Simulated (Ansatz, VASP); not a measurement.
**One calculation of MgS, two programs**

INCAR

```
SYSTEM = MgS
PREC     = Accurate       ! precision mode
ENCUT    = 520            ! plane-wave cutoff, eV
EDIFF    = 1E-6           ! SCF threshold, eV
ISMEAR   = 0              ! smearing method
SIGMA    = 0.05           ! smearing width, eV
LREAL    = .FALSE.        ! projectors in reciprocal space
LASPH    = .TRUE.         ! aspherical terms in the spheres
NELM     = 100            ! most SCF steps
ALGO     = Normal         ! electronic algorithm
ISIF     = 2              ! what is computed and relaxed
LWAVE    = .FALSE.        ! write WAVECAR
LCHARG   = .FALSE.        ! write CHGCAR
NBANDS   = 11             ! bands
```

KPOINTS

```
Automatic mesh
0
G
  8 8 8
  0 0 0
```

POSCAR

```
MgS
1.0
    0.0000000000      2.8331200468      2.8331200468
    2.8331200468      0.0000000000      2.8331200468
    2.8331200468      2.8331200468      0.0000000000
Mg S
1 1
Direct
   -0.0705935494      0.0000000000      0.0000000000
    0.7500000000      0.7500000000      0.7500000000
```

Input for Ansatz:

```yaml
crystal:
  lattice:
    - [0.0, 2.8331200468, 2.8331200468]
    - [2.8331200468, 0.0, 2.8331200468]
    - [2.8331200468, 2.8331200468, 0.0]
  atoms:
    - { symbol: Mg, position: [-0.0705935494, 0.0, 0.0] }
    - { symbol: S, position: [0.75, 0.75, 0.75] }
basis:
  ecutwfc: 420
kpoints:
  mp_grid: { grid: [8, 8, 8] }
hamiltonian:
  xc: lda
scf:
  occupations: { method: gaussian, width: 0.05 }
output:
  forces: true
  stress: true
  eigenvalues: true
```

Alike in both runs: task single point; functional LDA; k mesh 8 × 8 × 8; occupations gaussian, width 0.05 eV; no spin polarisation.

```csv
,VASP,Ansatz
version,VASP 6.6.1,Ansatz 0.2.0
potentials or method,"VASP PAW LDA potentials, release 64 (Mg, S)","scalar-relativistic, plane waves, PAW"
plane-wave cutoff (eV),520,420
valence electrons in the cell,8,16
```

|  | VASP | Ansatz | Ansatz less VASP |
| --- | --- | --- | --- |
| gap on the k mesh at the Fermi level (eV) | 2.83 | 2.81 | -0.012 |
| least direct gap on the mesh (eV) | 2.83 | 2.81 | -0.012 |
| pressure (GPa) | -0.5 | -0.3 | +0.27 |
| largest component of the traceless stress (GPa) | 4.39 | 4.33 | -0.061 |
| rms of the force components (eV/Å) | 1.055 | 1.047 | -0.0079 |

Atom by atom the forces differ by 0.008 eV/Å (rms over components). The two sets of potentials don't hold the same shells in valence.

Caveats: forces of over 1 eV/Å show positions far from the minimum, so gaps and moduli don't describe the material at rest. A k mesh can miss the band edges.
